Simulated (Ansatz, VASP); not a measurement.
**CdS: VASP beside Ansatz**

```
Cd S
1.0
     4.26117    0.00000    0.00000
    -2.13058    3.69028    0.00000
     0.00000    0.00000    5.80417
Cd S
1 1
Cartesian
  0.0000 0.4500 2.5695
  2.1306 1.2301 2.5208
```

Alike in both runs: task single point; functional PBE; dispersion D3(BJ); k mesh 9 × 9 × 6; occupations gaussian, width 0.05 eV; no spin polarisation.

|  | VASP | Ansatz |
| --- | --- | --- |
| version | VASP 6.6.1 | Ansatz 0.2.0 |
| potentials or method | VASP PAW PBE potentials, release 64 (Cd, S) | scalar-relativistic, plane waves, PAW |
| plane-wave cutoff (eV) | 520 | 420 |
| valence electrons in the cell | 18 | 26 |

|  | VASP | Ansatz | Ansatz less VASP |
| --- | --- | --- | --- |
| gap on the k mesh at the Fermi level (eV) | 1.47 | 1.46 | -0.009 |
| least direct gap on the mesh (eV) | 1.49 | 1.48 | -0.009 |
| pressure (GPa) | 2.3 | 2.0 | -0.28 |
| largest component of the traceless stress (GPa) | 6.63 | 6.24 | -0.396 |
| rms of the force components (eV/Å) | 0.986 | 0.946 | -0.0403 |

Atom by atom the forces differ by 0.040 eV/Å (rms over components). The two sets of potentials don't hold the same shells in valence.

Caveats: an odd mesh through Γ misses points on the zone boundary, where band edges often lie; forces of over 1 eV/Å show positions far from the minimum, so gaps and moduli don't describe the material at rest.
